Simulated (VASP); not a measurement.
## From VASP inputs to Ansatz: CdSe (CsCl)

INCAR

```
EDIFF = 1E-7
LREAL = .FALSE.
ISIF = 3
GGA = PE
LWAVE = .FALSE.
EDIFFG = -5E-3
SIGMA = 0.02
IBRION = 2
PREC = Accurate
LASPH = .TRUE.
NSW = 40
ISMEAR = -1
ENCUT = 600
LCHARG = .FALSE.
NBANDS = 16
NELM = 120
```

KPOINTS

```
KPOINTS created by Atomic Simulation Environment
0
Gamma
8 8 8
0 0 0
```

POSCAR

```
Cd Se
 1.0000000000000000
     3.3437102275999999    0.0000000000000000    0.0000000000000000
     0.0000000000000000    3.3437102275999999    0.0000000000000000
     0.0000000000000000    0.0000000000000000    3.3437102275999999
 Cd  Se
   1   1
Cartesian
  0.0000000000000000  0.0000000000000000  0.0000000000000000
  1.6718551138000000  1.6718551138000000  1.6718551138000000
```

VASP ran with the recommended PBE PAW datasets (18 valence electrons in the cell).

Q: Write an Ansatz input for this cell and level of theory.

A: 

```yaml
crystal:
  lattice:
    - [3.3437102276, 0.0, 0.0]
    - [0.0, 3.3437102276, 0.0]
    - [0.0, 0.0, 3.3437102276]
  atoms:
    - { symbol: Cd, position: [0.0, 0.0, 0.0] }
    - { symbol: Se, position: [0.5, 0.5, 0.5] }
kpoints:
  mp_grid: { grid: [8, 8, 8] }
hamiltonian:
  xc: pbe
scf:
  occupations: { method: fermi_dirac, width: 0.02 }
relax:
  f_tol: 0.005
  cell: {}
```

Other inputs would serve too.

```tsv
	VASP	Ansatz
relaxed cell vector lengths	3.561, 3.561, 3.561 Å	3.557, 3.557, 3.557 Å
relaxed cell volume	45.17 Å³	45.01 Å³
```

The two codes use different PAW datasets and cutoffs. VASP's cell holds 18 valence electrons and Ansatz's 36.
